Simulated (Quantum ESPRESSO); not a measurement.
As:

```
As
1.0
     1.88080    1.08588    3.51406
    -1.88080    1.08588    3.51406
     0.00000   -2.17176    3.51406
As
2
Cartesian
  0.0000 0.0000 2.3825
  0.0000 0.0000 8.1597
```

Base run:

| Quantity | Value |
| --- | --- |
| Program | Quantum ESPRESSO 7.5 |
| Functional | PBEsol |
| Potentials or basis | GBRV 1.5 PBEsol |
| Cutoff | 612 eV |
| Density cutoff | 4898 eV |
| k mesh | 9 × 9 × 9 |
| Occupations | fermi-dirac, width 0.05 eV |
| Spin | no spin polarisation |

Its results: band gap on the k mesh none (metal or under the smearing width); pressure 0.8 GPa; largest force 0.448 eV/Å.

The run is repeated on the same cell with these changes: functional from PBEsol to LDA; potentials or basis from GBRV 1.5 PBEsol to GBRV 1.5 LDA. What comes out?

Band gap on the k mesh none (metal or under the smearing width); pressure -0.8 GPa; largest force 0.348 eV/Å.
